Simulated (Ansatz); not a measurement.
# Structure relaxation of Sr

Level of theory: DFT PBE, scalar-relativistic, plane waves, PAW (Ansatz). Cutoff 420 eV, Γ-centred k mesh, Gaussian smearing, no spin polarisation in the final step.

Sr was placed on the simple cubic structure type (Pm-3m, No. 221), at a guessed volume.

```
Sr
1.0
     3.91099    0.00000    0.00000
     0.00000    3.91099    0.00000
     0.00000    0.00000    3.91099
Sr
1
Direct
  0.00000 0.00000 0.00000
```

Steps on the 14×14×14 mesh (1 atom). 4 of 4 steps are shown, and the free energy counts from the last. Trial steps that were taken back and renewals of the plane-wave basis can be among the rows.

```tsv
step	ΔF (meV/atom)	V (Å³/atom)	P (GPa)
1	3.6	59.82	-0.35
2	2.2	59.13	-0.28
3	0.0	56.49	0.03
4	0.0	56.49	0.02
```

A final relaxation ran on a 14×14×14 mesh. The relaxed crystal, Pm-3m (No. 221):

```
Sr
1.0
     3.83701    0.00000    0.00000
     0.00000    3.83701    0.00000
     0.00000    0.00000    3.83701
Sr
1
Direct
  0.00000 0.00000 0.00000
```

```yaml
Volume_per_atom: 56.49 Å³
Density: 2.58 g/cm³
Energy_over_the_standard_structure: 0.39 eV/atom
Gap_on_the_14×14×14_mesh: 0 eV (a metal)
```

Energies count from the standard state of Sr at the same level.

The final run used a 14×14×14 mesh on its 1-atom cell and 0.10 eV smearing. The k mesh leaves about 4 meV/atom of noise in metals.

A structure relaxed within its symmetry needn't be a true minimum.